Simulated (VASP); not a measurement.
Input of a VASP 6.6.1 run:

Contents of INCAR:

```
PREC = Accurate ; ENCUT = 600
EDIFF = 1E-6 ; ISMEAR = 0
SIGMA = 0.02 ; LREAL = False
LASPH = True ; NELM = 100
ALGO = Fast ; ISIF = 3
LWAVE = False ; LCHARG = False
IBRION = 2 ; NSW = 60
EDIFFG = -0.01 ; LATTICE_CONSTRAINTS = .FALSE. .FALSE. .TRUE.
KPAR = 2
```

KPOINTS

```
Automatic mesh
0
Gamma
  8 5 5
```

Contents of POSCAR:

```
SiC
1.0
    3.1404565028      0.0000000000      0.0000000000
    0.0000000000      5.0875395346      0.0000000000
    0.0000000000      0.0000000000      5.2362524931
Si C
4 4
Direct
    0.0000000000      0.0000000000      0.3333333333
    0.5000000000      0.0000000000      0.8333333333
    0.5000000000      0.5000000000      0.1666666667
    0.0000000000      0.5000000000      0.6666666667
    0.0000000000      0.6220000000      0.3333333333
    0.5000000000      0.6220000000      0.8333333333
    0.5000000000      0.1220000000      0.1666666667
    0.0000000000      0.1220000000      0.6666666667
```

Potentials or basis: VASP PAW LDA potentials, release 64 (Si, C).

Run with:

```sh
$ cat potpaw_LDA.64/Si/POTCAR potpaw_LDA.64/C/POTCAR > POTCAR
$ mpirun -np 2 vasp_std > vasp.out
```

(1) Estimate the relaxed volume.

(2) Predict the relaxed cell.

(3) Estimate the band gap on the k mesh.

Answers

(1) 10.50 Å³/atom.

(2) a = 3.140 Å, b = 5.088 Å, c = 5.256 Å, α = 90.00°, β = 90.00°, γ = 90.00°.

(3) 2.09 eV.

Caveat: an odd mesh through Γ misses points on the zone boundary, where band edges often lie.
